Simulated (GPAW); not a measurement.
# SiNi3 (Pm-3m) in GPAW: settings compared

One crystal, SiNi3, is run at these levels: PW91, r2SCAN, revPBE, RPBE, SOGGA; tasks: band structure, equation of state.

Program: GPAW 26.7.0. These are calculated values, not measurements. Logs are shortened: lines on timing, memory, paths and dates and some standing lists are left out, and cuts for length are marked. The log counts tension as positive stress, the text compression.

### Step 1. The structure

It takes space group Pm-3m (No. 221, cubic). The conventional cell has a = 3.542 Å, b = 3.542 Å, c = 3.542 Å, α = 90.00°, β = 90.00°, γ = 90.00°. Around Ni (site symmetry 4/mmm) lie 8 Ni at 2.50 Å and 4 Si at 2.50 Å. Si (site symmetry m-3m) is surrounded by 12 Ni at 2.50 Å.

### Step 2. Band structure, PW91, collinear spin, ferromagnetic start

Contents of run.py:

```python
from ase.dft.bandgap import bandgap
from ase.io import write
from ase.spacegroup import crystal
from ase.units import GPa
from gpaw import GPAW, PW, setup_paths

setup_paths.insert(0, '.')

# Ni 3c
# Si 1a
atoms = crystal(['Ni', 'Si'],
                basis=[[0.5, 0.5, 0.0],
                       [0.0, 0.0, 0.0]],
                spacegroup=221, setting=1,  # Pm-3m
                cellpar=[3.542, 3.542, 3.542, 90.0, 90.0, 90.0],
                primitive_cell=True)
atoms.set_initial_magnetic_moments([1.0, 1.0, 1.0, 0.0])

calc = GPAW(mode=PW(600),
            xc='GGA_X_PW91+GGA_C_PW91',
            kpts={'size': (5, 5, 5), 'gamma': True},
            occupations={'name': 'fermi-dirac', 'width': 0.05},
            nbands=45,
            convergence={'density': 1e-05, 'energy': 1e-05},
            maxiter=150,
            txt='gpaw.txt')
atoms.calc = calc
energy = atoms.get_potential_energy()
forces = atoms.get_forces()
stress = atoms.get_stress()
calc.write('gs.gpw')
write('result.traj', atoms)
print(f'Energy: {energy:.6f} eV')
print('Forces (eV/A):')
print(forces.round(4))
print('Stress (GPa):', (stress / GPa).round(3))
print('Moments:', calc.get_magnetic_moments().round(3))
print('Fermi level:', round(calc.get_fermi_level(), 4), 'eV')
print(f'Gap: {bandgap(calc)[0]:.4f} eV, direct: {bandgap(calc, direct=True)[0]:.4f} eV')

path = atoms.cell.bandpath('GXMGRX,MR', npoints=60, eps=1e-4)
bs_calc = calc.fixed_density(kpts=path, symmetry='off', nbands=62,
                             convergence={'bands': 'CBM+6.0', 'eigenstates': 1e-6}, txt='bands.txt')
bs = bs_calc.band_structure()
bs.write('bs.json')
print(f'Gap on the path: {bandgap(bs_calc)[0]:.4f} eV')
```

Potentials or basis: PAW data sets generated in the run's folder for this functional, pw.

Launch:

```bash
> gpaw-setup -f GGA_X_PW91+GGA_C_PW91 Ni Si
> OMP_NUM_THREADS=1 python run.py
```

gpaw.txt:

```text
__  _  _
 | _ |_)|_||  |
 |__||  | ||/\| - 26.7.0

Input parameters:
  mode=PW(ecut=600.0),
  convergence={'density': 1e-05, 'energy': 1e-05},
  kpts=MonkhorstPack(size=(5, 5, 5), gamma=True),
  maxiter=150,
  nbands=45,
  occupations=Occupations(name='fermi-dirac', width=0.05),
  xc=XC(name='GGA_X_PW91+GGA_C_PW91')

Diagonalizing LCAO Hamiltonian
Converting LCAO to pw mode
   .--------.
  /|        |
 * |        |
 |Ni        |
 | .-Ni-----.
 |/    Ni  /
 Si-------*

Atoms  # Å, Bohr magnetons
|   | symbol |        x |        y |        z |    initial magnetic moments |
|---|--------|----------|----------|----------|-----------------------------|
| 0 |     Ni | 1.771000 | 1.771000 | 0.000000 | ( 0.0000,  0.0000,  1.0000) |
| 1 |     Ni | 0.000000 | 1.771000 | 1.771000 | ( 0.0000,  0.0000,  1.0000) |
| 2 |     Ni | 1.771000 | 0.000000 | 1.771000 | ( 0.0000,  0.0000,  1.0000) |
| 3 |     Si | 0.000000 | 0.000000 | 0.000000 | ( 0.0000,  0.0000,  0.0000) |

Unit cell  # Å
| periodic |        x |        y |        z |  lengths |    angles |
|----------|----------|----------|----------|----------|-----------|
|      yes | 3.542000 | 0.000000 | 0.000000 | 3.542000 | 90.000000 |
|      yes | 0.000000 | 3.542000 | 0.000000 | 3.542000 | 90.000000 |
|      yes | 0.000000 | 0.000000 | 3.542000 | 3.542000 | 90.000000 |

Number of symmetries: 48
Symmetry operations  # r_c * U_cc + t_c -> r_c
|    | kind |            matrix            |
|----|------|------------------------------|
|  0 |  E   |  1, 0, 0,  0, 1, 0,  0, 0, 1 |
|  1 |  σ   |  1, 0, 0,  0, 1, 0,  0, 0,-1 |
|  2 |  σ   |  1, 0, 0,  0, 0, 1,  0, 1, 0 |
|  3 |  C4  |  1, 0, 0,  0, 0, 1,  0,-1, 0 |
|  4 |  C4  |  1, 0, 0,  0, 0,-1,  0, 1, 0 |
|  5 |  σ   |  1, 0, 0,  0, 0,-1,  0,-1, 0 |
|  6 |  σ   |  1, 0, 0,  0,-1, 0,  0, 0, 1 |
|  7 |  C2  |  1, 0, 0,  0,-1, 0,  0, 0,-1 |
|  8 |  σ   |  0, 1, 0,  1, 0, 0,  0, 0, 1 |
|  9 |  C2  |  0, 1, 0,  1, 0, 0,  0, 0,-1 |
| 10 |  C3  |  0, 1, 0,  0, 0, 1,  1, 0, 0 |
| 11 |  S6  |  0, 1, 0,  0, 0, 1, -1, 0, 0 |
| 12 |  S6  |  0, 1, 0,  0, 0,-1,  1, 0, 0 |
| 13 |  C3  |  0, 1, 0,  0, 0,-1, -1, 0, 0 |
| 14 |  C4  |  0, 1, 0, -1, 0, 0,  0, 0, 1 |
| 15 |  S4  |  0, 1, 0, -1, 0, 0,  0, 0,-1 |
| 16 |  C3  |  0, 0, 1,  1, 0, 0,  0, 1, 0 |
| 17 |  S6  |  0, 0, 1,  1, 0, 0,  0,-1, 0 |
| 18 |  σ   |  0, 0, 1,  0, 1, 0,  1, 0, 0 |
| 19 |  C4  |  0, 0, 1,  0, 1, 0, -1, 0, 0 |
| 20 |  C2  |  0, 0, 1,  0,-1, 0,  1, 0, 0 |
| 21 |  S4  |  0, 0, 1,  0,-1, 0, -1, 0, 0 |
| 22 |  S6  |  0, 0, 1, -1, 0, 0,  0, 1, 0 |
| 23 |  C3  |  0, 0, 1, -1, 0, 0,  0,-1, 0 |
| 24 |  S6  |  0, 0,-1,  1, 0, 0,  0, 1, 0 |
| 25 |  C3  |  0, 0,-1,  1, 0, 0,  0,-1, 0 |
| 26 |  C4  |  0, 0,-1,  0, 1, 0,  1, 0, 0 |
| 27 |  σ   |  0, 0,-1,  0, 1, 0, -1, 0, 0 |
| 28 |  S4  |  0, 0,-1,  0,-1, 0,  1, 0, 0 |
| 29 |  C2  |  0, 0,-1,  0,-1, 0, -1, 0, 0 |
| 30 |  C3  |  0, 0,-1, -1, 0, 0,  0, 1, 0 |
| 31 |  S6  |  0, 0,-1, -1, 0, 0,  0,-1, 0 |
| 32 |  C4  |  0,-1, 0,  1, 0, 0,  0, 0, 1 |
| 33 |  S4  |  0,-1, 0,  1, 0, 0,  0, 0,-1 |
| 34 |  S6  |  0,-1, 0,  0, 0, 1,  1, 0, 0 |
| 35 |  C3  |  0,-1, 0,  0, 0, 1, -1, 0, 0 |
| 36 |  C3  |  0,-1, 0,  0, 0,-1,  1, 0, 0 |
| 37 |  S6  |  0,-1, 0,  0, 0,-1, -1, 0, 0 |
| 38 |  σ   |  0,-1, 0, -1, 0, 0,  0, 0, 1 |
| 39 |  C2  |  0,-1, 0, -1, 0, 0,  0, 0,-1 |
| 40 |  σ   | -1, 0, 0,  0, 1, 0,  0, 0, 1 |
| 41 |  C2  | -1, 0, 0,  0, 1, 0,  0, 0,-1 |
| 42 |  C2  | -1, 0, 0,  0, 0, 1,  0, 1, 0 |
| 43 |  S4  | -1, 0, 0,  0, 0, 1,  0,-1, 0 |
| 44 |  S4  | -1, 0, 0,  0, 0,-1,  0, 1, 0 |
| 45 |  C2  | -1, 0, 0,  0, 0,-1,  0,-1, 0 |
| 46 |  C2  | -1, 0, 0,  0,-1, 0,  0, 0, 1 |
| 47 |  i   | -1, 0, 0,  0,-1, 0,  0, 0,-1 |

BZ-sampling:
  Number of BZ points: 125
  Number of IBZ points: 10

  Monkhorst-Pack size: [5, 5, 5]
  Monkhorst-Pack shift: [0, 0, 0]

K-points  # in reciprocal-cell coordinates
|   |                                coordinates |     weight |
|---|--------------------------------------------|------------|
| 0 | (  0.00000000,   0.00000000,   0.00000000) | 0.00800000 |
| 1 | (  0.20000000,   0.00000000,   0.00000000) | 0.04800000 |
| 2 | (  0.20000000,   0.20000000,   0.00000000) | 0.09600000 |
| 3 | (  0.20000000,   0.20000000,   0.20000000) | 0.06400000 |
| 4 | (  0.40000000,   0.00000000,   0.00000000) | 0.04800000 |
| 5 | (  0.40000000,   0.20000000,   0.00000000) | 0.19200000 |
| 6 | (  0.40000000,   0.20000000,   0.20000000) | 0.19200000 |
| 7 | (  0.40000000,   0.40000000,   0.00000000) | 0.09600000 |
| 8 | (  0.40000000,   0.40000000,   0.20000000) | 0.19200000 |
| 9 | (  0.40000000,   0.40000000,   0.40000000) | 0.06400000 |

Plane wave coefficients: 1503
Cutoff: 600.0 eV

Spin-components: 2 (collinear spins)
Bands:           45
Projectors:      23
Spin-degeneracy: 1
Datatype:        complex128

Parallelization:
  kpt:    1
  domain: 1
  band:   1

Density:
  Valence electrons: 52.0
  Components: 2
  Grid points: [21 21 21]
  Charge: 0.0  # |e|

Potential:
  Grid points: [21 21 21]

species:
  Ni:
    name:    Nickel
    Z:       28.0
    valence: 16
    core:    12
    charge:  0.0  # [|e|]
    compensation charges:
      type: gauss
      rc: 0.36  # [Å]
      lmax: 2
    cutoffs:
      filter: 2.14  # [Å]
      core: 1.98  # [Å]
    projectors
    | kind |    occ | energy [eV] | rcut [Å] |
    |------|--------|-------------|----------|
    |   4s |  2.000 |      -5.703 |    1.164 |
    |   3p |  6.000 |     -71.445 |    1.207 |
    |   4p |  0.000 |      -1.279 |    1.207 |
    |   3d |  8.000 |      -8.955 |    1.138 |
    |    s |        |      21.508 |    1.164 |
    |    d |        |      18.257 |    1.138 |

    Using partial waves for Ni as LCAO basis

  Si:
    name:    Silicon
    Z:       14.0
    valence: 4
    core:    10
    charge:  0.0  # [|e|]
    compensation charges:
      type: gauss
      rc: 0.33  # [Å]
      lmax: 2
    cutoffs:
      filter: 1.86  # [Å]
      core: 2.06  # [Å]
    projectors
    | kind |    occ | energy [eV] | rcut [Å] |
    |------|--------|-------------|----------|
    |   3s |  2.000 |     -10.857 |    1.058 |
    |   3p |  2.000 |      -4.116 |    1.058 |
    |    s |        |      16.355 |    1.058 |
    |    p |        |      23.095 |    1.058 |
    |    d |        |       0.000 |    1.058 |

    Using partial waves for Si as LCAO basis

Reference energy: -132025.308158  # eV

eigensolver:
  PPCG
  Converge bands: occupied
  niter=2

density mixing:
  MSR1-Mixer
  Pratt-step length: 0.05
  Maximum mixing coefficient: 0.75
  Old densities: 10
  SVD Regularization: 0.005
  Good broyden scale: 1.0
  Trust region scale: 1.0
  Backstep threshold: 4.0
  History deletion threshold: 6.0
  Fourier metric: weight=20.0, sigma=0.015

occupation numbers:
  Fermi-Dirac:
    width: 0.0500  # eV

poisson solver:
  ecut: 4800.0  # eV

xc functional:
  name: GGA_X_PW91+GGA_C_PW91 with 2 nearest neighbor stencil

convergence criteria:
- Maximum integral of absolute [dens]ity change: 1e-05 electrons / valence electron
- Maximum [total energy] change in last 3 cyles: 1e-05 eV / valence electron
- Maximum integral of absolute [eigenst]ate change: 4e-08 eV^2 / valence electron
maximum number of iterations: 150

SCF iterations
|iter     | |      energy | eigst |  dens |  magmom |
|---------|-|-------------|-------|-------|---------|
|iter:   1| |  -28.664296 | +0.63 |       |  +3.0034|
|iter:   2| |  -28.664243 | -1.33 | -1.07 |  +2.8898|
|iter:   3| |  -28.719254 | -2.49 | -1.17 |  +2.2993|
|iter:   4| |  -28.890446 | -2.53 | -1.31 |  +1.4011|
|iter:   5| |  -29.025142 | -2.90 | -1.60 |  +0.4045|
|iter:   6| |  -29.032556 | -3.97 | -2.00 |  +0.1468|
|iter:   7| |  -29.032585 | -4.10 | -2.17 |  +0.1429|
|iter:   8| |  -29.033197 | -4.66 | -2.67 |  +0.0783|
|iter:   9| |  -29.033360 | -5.03 | -3.04 |  +0.0307|
|iter:  10| |  -29.033394c| -6.49 | -3.56 |  +0.0151|
|iter:  11| |  -29.033403c| -6.65 | -3.88 |  +0.0025|
|iter:  12| |  -29.033403c| -8.16c| -4.77 |  +0.0008|
|iter:  13| |  -29.033403c| -7.87c| -5.18c|  +0.0001|

Converged in 13 steps
Energy contributions relative to reference atoms: (reference = -132025.308158)

Energy contributions:
  Kinetic:          19.952183
  Coulomb:         -13.034599
  Zero:              0.203218
  External:          0.000000
  Xc:              -36.143736
  Entropy:          -0.020936
  Spinorbit:         0.000000
  ----------------------------
  Free energy:     -29.043872
  Extrapolated:    -29.033403

dipole moment: (-14.900543, -14.900543, -14.900543)  # |e|*Ang

Total magnetic moment: (0.000000, 0.000000, 0.000139)

Local magnetic moments
|        x |        y |        z |
|----------|----------|----------|
| 0.000000 | 0.000000 | 0.000051 |  # Ni   0
| 0.000000 | 0.000000 | 0.000051 |  # Ni   1
| 0.000000 | 0.000000 | 0.000051 |  # Ni   2
| 0.000000 | 0.000000 | 0.000004 |  # Si   3

Fermi level: 9.299
Eigenvalues  # (at kpt = [0.000, 0.000, 0.000])
| band index |      eig [eV] | occ [0-1] |      eig [eV] | occ [0-1] |
|------------|---------------|-----------|---------------|-----------|
|          0 |       -54.288 |     1.000 |       -54.288 |     1.000 |
|        ... |               |           |               |           |
|         17 |         7.808 |     1.000 |         7.808 |     1.000 |
|         18 |         7.808 |     1.000 |         7.808 |     1.000 |
|         19 |         8.373 |     1.000 |         8.373 |     1.000 |
|         20 |         8.373 |     1.000 |         8.373 |     1.000 |
|         21 |         8.373 |     1.000 |         8.373 |     1.000 |
|         22 |         8.695 |     1.000 |         8.695 |     1.000 |
[... 8 lines left out ...]
|         31 |        19.521 |     0.000 |        19.521 |     0.000 |
|         32 |        19.521 |     0.000 |        19.521 |     0.000 |
|        ... |               |           |               |           |
|         44 |        34.183 |     0.000 |        34.183 |     0.000 |

No gap
No difference between direct/indirect transitions

Forces  # eV/Ang
|        x |        y |        z |
|----------|----------|----------|
|  0.00000 |  0.00000 |  0.00000 |  # Ni   0
|  0.00000 |  0.00000 |  0.00000 |  # Ni   1
|  0.00000 |  0.00000 |  0.00000 |  # Ni   2
| -0.00000 | -0.00000 | -0.00000 |  # Si   3

Stress tensor  # eV/Ang^3
|        x |        y |        z |
|----------|----------|----------|
| 0.026666 | 0.000000 | 0.000000 |
| 0.000000 | 0.026666 | 0.000000 |
| 0.000000 | 0.000000 | 0.026666 |

# Writing to gs.gpw (mode='')
```

It took 2.2 min on 1 thread of AMD EPYC 7B13 (Zen 3), shared host; peak memory 0.4 GiB.

Results:

| Item | Value |
| --- | --- |
| Free energy | -29.0439 eV |
| Pressure | -4.3 GPa |
| Band gap along the path | none (metal or under the smearing width) |
| Net moment | 0.00 μB per cell |

Levels at the corners of the path, in eV from the Fermi level:
Spin up:
| point | band 23 | band 24 | band 25 | band 26 | band 27 | band 28 | band 29 | band 30 |
| --- | --- | --- | --- | --- | --- | --- | --- | --- |
| Γ | -0.60 | -0.60 | -0.26 | 0.05 | 0.05 | 0.05 | 4.54 | 6.28 |
| X | -1.27 | -1.11 | -0.54 | 0.06 | 3.53 | 3.53 | 4.85 | 5.16 |
| M | -1.40 | -1.05 | -0.97 | -0.92 | 0.66 | 0.66 | 5.49 | 6.15 |
| Γ | -0.60 | -0.60 | -0.26 | 0.05 | 0.05 | 0.05 | 4.54 | 6.28 |
| R | -1.18 | -1.18 | -0.46 | -0.18 | -0.18 | -0.18 | 1.13 | 3.93 |
| X | -1.27 | -1.11 | -0.54 | 0.06 | 3.53 | 3.53 | 4.85 | 5.16 |
| M | -1.40 | -1.05 | -0.97 | -0.92 | 0.66 | 0.66 | 5.49 | 6.15 |
| R | -1.18 | -1.18 | -0.46 | -0.18 | -0.18 | -0.18 | 1.13 | 3.93 |
Spin down:
| point | band 22 | band 23 | band 24 | band 25 | band 26 | band 27 | band 28 | band 29 | band 30 | band 31 |
| --- | --- | --- | --- | --- | --- | --- | --- | --- | --- | --- |
| Γ | -0.93 | -0.60 | -0.60 | -0.26 | 0.05 | 0.05 | 0.05 | 4.54 | 6.28 | 6.28 |
| X | -1.27 | -1.27 | -1.11 | -0.54 | 0.06 | 3.53 | 3.53 | 4.85 | 5.16 | 5.16 |
| M | -1.40 | -1.40 | -1.05 | -0.97 | -0.92 | 0.66 | 0.66 | 5.49 | 6.15 | 7.56 |
| Γ | -0.93 | -0.60 | -0.60 | -0.26 | 0.05 | 0.05 | 0.05 | 4.54 | 6.28 | 6.28 |
| R | -1.41 | -1.18 | -1.18 | -0.46 | -0.18 | -0.18 | -0.18 | 1.13 | 3.93 | 3.93 |
| X | -1.27 | -1.27 | -1.11 | -0.54 | 0.06 | 3.53 | 3.53 | 4.85 | 5.16 | 5.16 |
| M | -1.40 | -1.40 | -1.05 | -0.97 | -0.92 | 0.66 | 0.66 | 5.49 | 6.15 | 7.56 |
| R | -1.41 | -1.18 | -1.18 | -0.46 | -0.18 | -0.18 | -0.18 | 1.13 | 3.93 | 3.93 |

Caveat: the stock nickel data set gives pressures a few GPa off other programs.

### Step 3. Band structure, r2SCAN, collinear spin, ferromagnetic start

Contents of run.py:

```python
from ase import Atoms
from ase.dft.bandgap import bandgap
from ase.io import write
from ase.units import GPa
from gpaw import GPAW, PW

atoms = Atoms(['Ni', 'Ni', 'Ni', 'Si'],
              cell=[[3.542, 0.0, 0.0],
                    [0.0, 3.542, 0.0],
                    [0.0, 0.0, 3.542]],
              scaled_positions=[[0.5, 0.5, 0.0],
                                [0.5, 0.0, 0.5],
                                [0.0, 0.5, 0.5],
                                [0.0, 0.0, 0.0]],
              pbc=True)
atoms.set_initial_magnetic_moments([1.0, 1.0, 1.0, 0.0])

calc = GPAW(mode=PW(600),
            xc='MGGA_X_R2SCAN+MGGA_C_R2SCAN',
            kpts={'size': (5, 5, 5), 'gamma': True},
            occupations={'name': 'fermi-dirac', 'width': 0.05},
            nbands=45,
            convergence={'density': 1e-05, 'energy': 1e-05},
            maxiter=150,
            txt='gpaw.txt')
atoms.calc = calc
energy = atoms.get_potential_energy()
forces = atoms.get_forces()
stress = atoms.get_stress()
calc.write('gs.gpw')
write('result.traj', atoms)
print(f'Energy: {energy:.6f} eV')
print('Forces (eV/A):')
print(forces.round(4))
print('Stress (GPa):', (stress / GPa).round(3))
print('Moments:', calc.get_magnetic_moments().round(3))
print('Fermi level:', round(calc.get_fermi_level(), 4), 'eV')
print(f'Gap: {bandgap(calc)[0]:.4f} eV, direct: {bandgap(calc, direct=True)[0]:.4f} eV')

path = atoms.cell.bandpath('GXMGRX,MR', npoints=100, eps=1e-4)
bs_calc = calc.fixed_density(kpts=path, symmetry='off', nbands=62,
                             convergence={'bands': 'CBM+6.0', 'eigenstates': 1e-6}, txt='bands.txt')
bs = bs_calc.band_structure()
bs.write('bs.json')
print(f'Gap on the path: {bandgap(bs_calc)[0]:.4f} eV')
```

Potentials or basis: GPAW PAW data sets (gpaw-data 1.2.1), pw.

Launch:

```bash
> OMP_NUM_THREADS=1 python run.py
```

Run time: 9.2 min. Hardware: 1 thread of AMD EPYC 7B13 (Zen 3), shared host; peak memory 0.64 GiB.

Results (log left out):

```yaml
Free_energy: -48.6956 eV
Pressure: -10.5 GPa
Band_gap_along_the_path: none (metal or under the smearing width)
Net_moment: 0.26 μB per cell
Site_moments: Ni +0.11; Si -0.01 μB
```

Levels at the corners of the path, in eV from the Fermi level:
Spin up:
```tsv
point	band 24	band 25	band 26	band 27	band 28	band 29
Γ	-0.78	-0.43	-0.11	-0.11	-0.11	4.95
X	-1.28	-0.71	-0.11	3.63	3.63	5.30
M	-1.18	-1.09	-1.09	0.53	0.53	5.72
Γ	-0.78	-0.43	-0.11	-0.11	-0.11	4.95
R	-1.32	-0.60	-0.35	-0.35	-0.35	1.23
X	-1.28	-0.71	-0.11	3.63	3.63	5.30
M	-1.18	-1.09	-1.09	0.53	0.53	5.72
R	-1.32	-0.60	-0.35	-0.35	-0.35	1.23
```
Spin down:
```tsv
point	band 24	band 25	band 26	band 27	band 28	band 29
Γ	-0.72	-0.28	0.18	0.18	0.18	4.96
X	-1.16	-0.64	0.19	3.67	3.67	5.30
M	-1.10	-1.02	-0.82	0.71	0.71	5.74
Γ	-0.72	-0.28	0.18	0.18	0.18	4.96
R	-1.24	-0.65	-0.10	-0.10	-0.10	1.30
X	-1.16	-0.64	0.19	3.67	3.67	5.30
M	-1.10	-1.02	-0.82	0.71	0.71	5.74
R	-1.24	-0.65	-0.10	-0.10	-0.10	1.30
```

Caveat: the stock nickel data set gives pressures a few GPa off other programs; the PAW data sets were made with another functional, which shifts forces and pressure a little.

[end of part 1 of 2]
